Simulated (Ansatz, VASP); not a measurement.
**Ta: VASP beside Ansatz**

INCAR

```
SYSTEM = Ta
PREC = Accurate ; ENCUT = 520
EDIFF = 1E-6 ; ISMEAR = 0
SIGMA = 0.15 ; LREAL = .False.
LASPH = .True. ; NELM = 80
ALGO = Fast ; ISIF = 2
LWAVE = .False. ; LCHARG = .False.
GGA = PE ; NBANDS = 18
```

File KPOINTS:

```
regular mesh
0
Gamma
  21 21 10
  0 0 0
```

Contents of POSCAR:

```
Ta
1.0
    2.9003720726      0.0000000000      0.0000000000
   -1.4501860363      2.5117958953      0.0000000000
    0.0000000000      0.0000000000      5.1662740000
Ta
2
Direct
    0.6666666667      0.3333333333      0.7500000000
    0.3333333333      0.6666666667      0.2500000000
```

Input for Ansatz:

```yaml
crystal:
  lattice:
    - [2.9003720726, 0.0, 0.0]
    - [-1.4501860363, 2.5117958953, 0.0]
    - [0.0, 0.0, 5.166274]
  atoms:
    - { symbol: Ta, position: [0.6666666667, 0.3333333333, 0.75] }
    - { symbol: Ta, position: [0.3333333333, 0.6666666667, 0.25] }
basis:
  ecutwfc: 420
kpoints:
  mp_grid: { grid: [21, 21, 10] }
hamiltonian:
  xc: pbe
scf:
  occupations: { method: gaussian, width: 0.15 }
output:
  forces: true
  stress: true
  eigenvalues: true
```

This isn't the form of Ta at room conditions, which is bcc.

Alike in both runs: task single point; functional PBE; k mesh 21 × 21 × 10; occupations gaussian, width 0.15 eV; no spin polarisation.

|  | VASP | Ansatz |
| --- | --- | --- |
| version | VASP 6.6.1 | Ansatz 0.2.0 |
| potentials or method | VASP PAW PBE potentials, release 64 (Ta_pv) | scalar-relativistic, plane waves, PAW |
| plane-wave cutoff (eV) | 520 | 420 |
| valence electrons in the cell | 22 | 26 |

```tsv
	VASP	Ansatz	Ansatz less VASP
gap on the k mesh at the Fermi level (eV)	none	none	-
pressure (GPa)	-0.7	-0.8	-0.09
largest component of the traceless stress (GPa)	0.59	0.59	+0.002
```

A gap of «none» marks a metal or a gap that the smearing closes. With one functional, cell and mesh, what is left measures potentials, basis and numerics. The two sets of potentials don't hold the same shells in valence.

Spin-orbit coupling is left out, which matters for the levels of Ta.
